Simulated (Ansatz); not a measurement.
One crystal and one scan (scan of one atom of the cell) at two levels, PBE (plane waves to 420 eV, PAW, scalar-relativistic; Ansatz, a quantum-chemistry and plane-wave program) and r2SCAN (plane waves to 500 eV, PAW, scalar-relativistic; Ansatz), each from its own relaxed cell and on its own mesh. The cell shown is that of PBE.

Starting cell, CsBr (CsCl type):

```yaml
crystal:
  lattice:
    - [8.77795, 0.00000, 0.00000]
    - [0.00000, 4.38897, 0.00000]
    - [0.00000, 0.00000, 4.38897]
  atoms:
    - { symbol: Cs, position: [0.00000, 0.00000, 0.00000] }
    - { symbol: Cs, position: [0.50000, 0.00000, 0.00000] }
    - { symbol: Br, position: [0.25000, 0.50000, 0.50000] }
    - { symbol: Br, position: [0.75000, 0.50000, 0.50000] }
```

In each cell atom 4 (Br, nearest neighbour Cs at 3.801 Å; its periodic images, 4.4 Å or more away, move with it) moves by s·(0.577, 0.577, 0.577) (along Cartesian [111]), the rest being held.

E stands for the smeared free energy. CsBr was relaxed with its symmetry unable to fall. Percentages come from the unrounded values.

Results of PBE:

```
Item                                                                                                                      Result
----------------------------------------------------------------  --------------------------------------------------------------
Lattice constant a (Å)                                                                                                     4.389
Band gap of the relaxed cell, no spin-orbit coupling (eV)                                                                   4.26
Force constant k = d²E/ds² at s = 0 (finite differences) (eV/Å²)                                                            0.83
Shape of the curve                                                a single well with its minimum at or next to zero displacement
```

### Question
What does r2SCAN give for the same quantities?

### Answer
```csv
quantity,r2SCAN,PBE − r2SCAN
Lattice constant a (Å),4.323,+0.066 (+1.5 %)
"Band gap of the relaxed cell, no spin-orbit coupling (eV)",5.19,-0.93 (-18 %)
Force constant k = d²E/ds² at s = 0 (finite differences) (eV/Å²),1.18,-0.35 (-29 %)
```

PBE gives the higher value for: lattice constant a. PBE gives the lower value for: band gap of the relaxed cell, no spin-orbit coupling; force constant k = d²E/ds² at s = 0. Both give the same shape of the curve: a single well with its minimum at or next to zero displacement. Neither level is exact: the differences show how much the result hangs on the functional.

(For displaced atoms, the force is minus the slope of the energy, and its curvature is a force constant, which sets phonon frequencies.)
